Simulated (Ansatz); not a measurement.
How an unstable Si3Ge structure lowers its energy

Computed with DFT r2SCAN, scalar-relativistic, plane waves, PAW in Ansatz 0.2.0. All cells share a 500 eV cutoff and Γ-centred k meshes spaced at most 0.3 Å⁻¹ (0.19 for metals, 2π included).

The start was the Cu3Au (L1_2) type (Pm-3m, No. 221), relaxed within its symmetry. A cell of 8 atoms (2 times the primitive one) was then disturbed at random, relaxed without symmetry and relaxed once more on a fine mesh. For metals, differences of a few meV/atom aren't resolved.

Before:

```
Si Ge
1.0
     3.95692    0.00000    0.00000
     0.00000    3.95692    0.00000
     0.00000    0.00000    3.95692
Si Ge
3 1
Cartesian
  0.0000 1.9785 1.9785
  1.9785 0.0000 1.9785
  1.9785 1.9785 0.0000
  0.0000 0.0000 0.0000
```

After:

Space group Cmmm (No. 65). a = 4.919 Å, b = 5.487 Å, c = 9.594 Å, α = 90.00°, β = 90.00°, γ = 90.00°
```json
{"atom": "Si", "site": "4j", "symmetry": "m2m", "x": "0.5000", "y": "0.2189", "z": "0.5000"}
{"atom": "Si", "site": "4i", "symmetry": "m2m", "x": "0.5000", "y": "0.2744", "z": "0.0000"}
{"atom": "Si", "site": "4l", "symmetry": "mm2", "x": "0.5000", "y": "0.0000", "z": "0.7899"}
{"atom": "Ge", "site": "4k", "symmetry": "mm2", "x": "0.0000", "y": "0.0000", "z": "0.7164"}
```

Question: Is this a distortion of the same structure or a reconstruction, and what lowers the energy?

Answer: A reconstruction, from Pm-3m (No. 221) to Cmmm (No. 65). Si–Si bonds form, at 2.40 Å where the closest pair was 2.80 Å apart; Ge–Si bonds form, at 2.56 Å where the closest pair was 2.80 Å apart.

Question: What does it gain?

Answer: 354 meV/atom, with the volume going from 15.49 to 16.19 Å³/atom. Against the elements the energy goes from 0.79 to 0.43 eV/atom, so the compound stays hypothetical.

Cost: 4 runs of about 14 core-minutes in all, on Intel Xeon 6975P-C (Granite Rapids) (shared hosts).